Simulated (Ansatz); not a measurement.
# Al2Pt: the cost of one run

Method: DFT PBE, scalar-relativistic, plane waves, PAW, in Ansatz 0.2.0.

4 further runs of the same task are left out: 1 that didn't finish, 3 set aside as unsound or not needed.

### 1 Starting point

It takes space group Fm-3m (No. 225, cubic). Conventional cell: a = 5.946 Å, b = 5.946 Å, c = 5.946 Å, α = 90.00°, β = 90.00°, γ = 90.00°. Al (site symmetry -43m) is surrounded by 4 Pt at 2.57 Å. Around Pt (site symmetry m-3m) lie 8 Al at 2.57 Å.

Coordinates:

```xyz
9
Lattice="2.9732 -2.9732 0.0000 2.9732 0.0000 -2.9732 5.9464 5.9464 5.9464" Properties=species:S:1:pos:R:3 pbc="T T T"
Al    7.4330    1.4866    1.4866
Al    4.4598   -1.4866    1.4866
Al    7.4330    4.4598    4.4598
Al    4.4598   -1.4866   -1.4866
Al   10.4062    1.4866    1.4866
Al    4.4598    1.4866    1.4866
Pt    0.0000    0.0000    0.0000
Pt    5.9464    2.9732    2.9732
Pt    5.9464    0.0000    0.0000
```

It is built from the cell relaxed beforehand with the same method (17.52 Å³/atom).

### 2 The undisturbed cell

input.yaml

```yaml
crystal:
  lattice:
    - [2.9732041201, -2.9732041201, 0.0]
    - [2.9732041201, 0.0, -2.9732041201]
    - [5.9464082403, 5.9464082403, 5.9464082403]
  atoms:
    - { symbol: Al, position: [0.6666666667, 0.6666666667, 0.5833333333] }
    - { symbol: Al, position: [1.0, 0.0, 0.25] }
    - { symbol: Al, position: [0.3333333333, 0.3333333333, 0.9166666667] }
    - { symbol: Al, position: [0.6666666667, 0.6666666667, 0.0833333333] }
    - { symbol: Al, position: [1.0, 1.0, 0.75] }
    - { symbol: Al, position: [0.3333333333, 0.3333333333, 0.4166666667] }
    - { symbol: Pt, position: [0.0, 0.0, 0.0] }
    - { symbol: Pt, position: [0.3333333333, 0.3333333333, 0.6666666667] }
    - { symbol: Pt, position: [0.6666666667, 0.6666666667, 0.3333333333] }
basis:
  ecutwfc: 420
kpoints:
  mp_grid: { grid: [13, 13, 5] }
hamiltonian:
  xc: pbe
scf:
  occupations: { method: gaussian, width: 0.15 }
output:
  forces: true
  stress: true
  eigenvalues: true
  write_density: true
  write_potential: true
  elf: true
  volumetric_format: npy
```

Launch:

```sh
ansatz run input.yaml --threads 2 --pin off --max-ram 5120MiB --backend cpu --events-out ev --progress --plain --runs-dir out
```

Q: Estimate wall time and peak memory on 2 threads of Arm Neoverse V1, shared host.

About 23 s, with a peak of 0.69 GiB.
